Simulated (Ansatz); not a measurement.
Equation of state of AuAl2 under LDA

```cif
data_structure
_symmetry_space_group_name_H-M 'P 1'
_symmetry_Int_Tables_number 1
_cell_length_a 4.2426
_cell_length_b 4.2426
_cell_length_c 4.2426
_cell_angle_alpha 60.000
_cell_angle_beta 60.000
_cell_angle_gamma 60.000
_cell_volume 54.00
loop_
_atom_site_label
_atom_site_type_symbol
_atom_site_fract_x
_atom_site_fract_y
_atom_site_fract_z
_atom_site_occupancy
Au1 Au 0.00000 0.00000 0.00000 1
Al1 Al 0.75000 0.75000 0.75000 1
Al2 Al 0.25000 0.25000 0.25000 1
```

The cell was scaled at fixed shape and fractions and run with Ansatz, all-electron LAPW, scalar-relativistic; LDA, k mesh 8 × 8 × 8 on the cell of 3 atoms, fermi-dirac occupations of 0.05 eV, no spin polarisation, no spin-orbit coupling. Energies are those that the program minimises, any entropy of the smearing included. For a metal such a mesh isn't converged to the digits shown.

```csv
V (Å³/atom),energy over the lowest row (meV/atom)
16.9200,10.24
17.2800,2.04
17.6400,0.00
18.0000,3.41
18.3600,11.65
18.7200,?
19.0800,40.44
```

Problem. Fit the third-order Birch-Murnaghan form, give V0, B0 and B′, and predict the energy left open.

Solution. With y = (V0/V)^(2/3), E = E0 + (9 V0 B0/16) [(y - 1)³ B′ + (y - 1)² (6 - 4y)]. Least squares through the rows shown give V0 = 17.5878 Å³/atom, E0 = -0.06 meV, B0 = 120.5 GPa (1 eV/Å³ = 160.218 GPa) and B′ = 4.97, with a largest miss of 0.01 meV. At V = 18.7200 the form with these constants gives 24.15 meV; the run gave 24.16 meV an atom.

The curve has its minimum at 17.5878 Å³/atom and is steeper on compression than on expansion, as the positive B′ of 4.97 expresses. Squeezing the crystal raises the electrons' kinetic energy and the repulsion between closed shells, including the filled Au 5d shell, faster than stretching weakens the bonding. The structure is fluorite, in which symmetry fixes every atomic position, so uniform scaling already follows the full hydrostatic path and no internal relaxation is missing from B0.

The minimum lies somewhat below the measured volume of AuAl2, in keeping with the usual overbinding of LDA. The bulk modulus of 120.5 GPa falls between those of aluminium and gold; the stiffening relative to aluminium probably reflects Au d–Al sp hybridisation together with the repulsion of the gold cores. The close prediction at 18.7200 Å³/atom is an interpolation, so it confirms that the curve is smooth but doesn't test the form at stronger compression. Nor does the curve bear on the compound's stability against the separate elements, which would need their energies as well.
